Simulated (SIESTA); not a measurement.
# Hf in SIESTA: the effect of pseudo set

Slab: Hf, a slab with vacuum.

```
CELL_PARAMETERS angstrom
3.13955 0.00000 0.00000
-1.56978 2.71893 0.00000
0.00000 0.00000 25.25374
ATOMIC_POSITIONS crystal
Hf 0.66667 0.33333 0.29699
Hf 0.33333 0.66667 0.39849
Hf 0.00000 0.00000 0.50000
Hf 0.66667 0.33333 0.60151
Hf 0.33333 0.66667 0.70301
```

The slab is cut from a database's or a generator's crystal, which needn't be the stable form of the element.

Alike in all runs:

| Item | Value |
| --- | --- |
| Program | SIESTA 5.4.2 |
| Task | single point |
| Functional | PBE |
| Basis | DZP (energy shift 0.003 Ry; two zetas on semicore shells) |
| Grid cutoff | 800 Ry |
| Energy shift | 0.003 Ry |
| k mesh | 10 × 10 × 1 |
| Occupations | fermi-dirac, width 0.05 eV |
| Spin | no spin polarisation |

| pseudo set | largest force (eV/Å) |
| --- | --- |
| PseudoDojo 0.4 standard | 0.69 |
| PseudoDojo 0.4 stringent | 0.61 |
| PseudoDojo 0.5 standard | 0.69 |
| SG15 1.2 | ? |
| SPMS 1.0 | 0.71 |
| Ansatz NC | 0.61 |

Q: What does the run with pseudo set SG15 1.2 give?

A: Largest force 0.66 eV/Å.

The runs don't all hold the same shells in valence.
